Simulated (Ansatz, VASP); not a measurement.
# One calculation of Be, two programs

File INCAR:

```
SYSTEM = Be
  PREC = Accurate
  ENCUT = 520
  EDIFF = 1E-6
  ISMEAR = -1
  SIGMA = 0.08
  LREAL = .False.
  LASPH = .True.
  NELM = 80
  ALGO = Normal
  ISIF = 2
  LWAVE = .False.
  LCHARG = .True.
  GGA = CA
  LELF = .True.
  LVHAR = .True.
  NBANDS = 9
```

KPOINTS

```
Automatic mesh
0
Gamma
  15 15 15
  0 0 0
```

File POSCAR:

```
Be
1.0
    0.0000000000      2.3713265608      2.3713265608
    2.3713265608      0.0000000000      2.3713265608
    2.3713265608      2.3713265608      0.0000000000
Be
2
Direct
   -0.1250000000     -0.1250000000     -0.1250000000
    0.1250000000      0.1250000000      0.1250000000
```

Input for Ansatz:

```yaml
crystal:
  lattice:
    - [0.0, 2.3713265608, 2.3713265608]
    - [2.3713265608, 0.0, 2.3713265608]
    - [2.3713265608, 2.3713265608, 0.0]
  atoms:
    - { symbol: Be, position: [-0.125, -0.125, -0.125] }
    - { symbol: Be, position: [0.125, 0.125, 0.125] }
kpoints:
  mp_grid: { grid: [15, 15, 15] }
scf:
  occupations: { method: fermi_dirac, width: 0.08 }
hamiltonian:
  xc: lda
  pseudopotentials: { kind: paw }
output:
  forces: true
  stress: true
  eigenvalues: true
  populations: true
```

Change from the starting cell: volume scaled by 0.95, PAW files.

Alike in both runs: task single point; functional LDA; k mesh 15 × 15 × 15; occupations fermi-dirac, width 0.08 eV; no spin polarisation.

|  | VASP | Ansatz |
| --- | --- | --- |
| version | VASP 6.6.1 | Ansatz 0.2.0 |
| potentials or method | VASP PAW LDA potentials, release 64 (Be) | PAW with Ansatz's default frozen-core files, scalar-relativistic |
| plane-wave cutoff (eV) | 520 | 420 |
| valence electrons in the cell | 4 | 4 |

Ansatz gave:

```
pressure (GPa) : 2.7
```

Problem. What did VASP give for the same quantities?

Solution. Pressure (GPa): 2.8.
